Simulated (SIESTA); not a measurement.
Slab: WS2, a slab with vacuum.

```
CELL_PARAMETERS angstrom
3.18312 0.00000 0.00000
-1.59156 2.75666 0.00000
0.00000 0.00000 35.18056
ATOMIC_POSITIONS crystal
W 0.33333 0.66667 0.59232
W 0.33333 0.66667 0.22340
W 0.66667 0.33333 0.77660
W 0.66667 0.33333 0.40768
S 0.33333 0.66667 0.82115
S 0.33333 0.66667 0.45202
S 0.66667 0.33333 0.63662
S 0.66667 0.33333 0.26774
S 0.33333 0.66667 0.73226
S 0.33333 0.66667 0.36338
S 0.66667 0.33333 0.54798
S 0.66667 0.33333 0.17885
```

| Property | Result |
| --- | --- |
| Program | SIESTA 5.4.2 |
| Task | single point |
| Functional | PBE |
| Potentials or basis | PseudoDojo 0.4 standard (PBE files) |
| Basis | DZP (energy shift 0.003 Ry; two zetas on semicore shells) |
| Grid cutoff | 800 Ry |
| Energy shift | 0.003 Ry |
| k mesh | 10 × 10 × 1 |
| Occupations | fermi-dirac, width 0.05 eV |
| Spin | no spin polarisation |

On this cell: largest force 0.680 eV/Å; band gap on the k mesh 1.49 eV, indirect (least direct gap 2.15 eV).

The same run follows on a disturbed copy (atoms moved at random, drawn with an rms of 0.05 Å):

```
W S
1.0
     3.18312    0.00000    0.00000
    -1.59156    2.75666    0.00000
     0.00000    0.00000   35.18056
W S
4 8
Direct
  0.30865 0.64653 0.59299
  0.32394 0.65391 0.22297
  0.66685 0.33318 0.77664
  0.65933 0.33736 0.40779
  0.32478 0.65252 0.82108
  0.33033 0.67093 0.45159
  0.65944 0.33748 0.63743
  0.67280 0.33003 0.26857
  0.36075 0.69124 0.73206
  0.34070 0.66030 0.36390
  0.67977 0.34971 0.54739
  0.68130 0.33826 0.17899
```

Question: What does the disturbed cell give?

Answer: The energy moves by +18.1 meV/atom; largest force 1.971 eV/Å; band gap on the k mesh 1.47 eV, indirect (least direct gap 2.00 eV).

Forces in eV/Å, atoms in the order of the input:
```
W    0.835  1.700 -0.546
W    0.908  0.813  0.973
W    0.399  0.347 -0.020
W    0.901 -0.337  0.005
S    0.040  0.367  0.615
S   -0.168 -0.002  1.072
S   -0.180 -0.730  0.555
S   -0.343 -0.270 -0.097
S   -0.442 -0.718 -0.576
S   -0.732  0.337 -1.076
S   -0.653 -0.966 -0.015
S   -0.567 -0.542 -0.892
```

Stress tensor (GPa, compression positive):
```
3.38 0.03 1.40
0.03 2.48 1.02
1.40 1.02 3.96
```

Caveats: short orbitals over semicore shells can move pressures by several GPa; spin-orbit coupling is left out, which moves the levels of the heavy elements; the basis of atomic orbitals isn't converged, which shifts pressures, moduli and gaps.

A k mesh can miss the band edges.
